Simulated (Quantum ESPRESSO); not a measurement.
Runs of Quantum ESPRESSO 7.5 on MgS. Symmetry: F-43m, No. 216, cubic system. The conventional cell has a = 5.666 Å, b = 5.666 Å, c = 5.666 Å, α = 90.00°, β = 90.00°, γ = 90.00°. S (site symmetry -43m) has 4 Mg at 2.45 Å as nearest neighbours. Mg (site symmetry -43m) is surrounded by 4 S at 2.45 Å. The cell comes from a database or a generator and needn't be the stable form of this composition.

| task | level | potentials or basis | k mesh | cutoff (eV) | symmetry | SCF threshold | form of the LDA correlation | gap on the mesh (eV) | pressure (GPa) | V0 of scaled cells (Å³/atom) | B0 (GPa) |
| --- | --- | --- | --- | --- | --- | --- | --- | --- | --- | --- | --- |
| band structure | r2SCAN | SG15 PBE 1.2 | 6 × 6 × 6 | 952 | off | 1e-08 Ry | - | 4.05 | 0.2 | - | - |
| equation of state | r2SCAN | SG15 PBE 1.2 | 6 × 6 × 6 | 952 | off | 1e-08 Ry | - | - | - | (c) | 59 |
| single point | PBEsol | GBRV 1.5 PBEsol | 8 × 8 × 8 | 612 | - | 4e-10 Ry | - | 3.28 | -0.5 | - | - |
| band structure | LDA | GBRV 1.5 LDA | 8 × 8 × 8 | 612 | - | 4e-10 Ry | PZ81 | 3.17 | (b) | - | - |
| equation of state | LDA | GBRV 1.5 LDA | 8 × 8 × 8 | 612 | - | 4e-10 Ry | PZ81 | - | - | 21.88 | 62 |
| band structure | PBEsol | GBRV 1.5 PBEsol | 8 × 8 × 8 | 612 | - | 4e-10 Ry | - | 3.28 | -0.5 | - | - |
| equation of state | PBEsol | GBRV 1.5 PBEsol | 8 × 8 × 8 | 612 | - | 4e-10 Ry | - | - | - | (a) | 58 |

Alike in all rows: no spin polarisation; cell as given; smearing fermi-dirac 0.05 eV.

Problem. Fill in the values left out.

Solution. (a) 22.55; (b) -2.2; (c) 22.91.

Caveats: the potentials were made for another functional, which shifts forces and pressure (some runs); some levels on the path didn't converge (some runs).

A k mesh can miss the band edges.
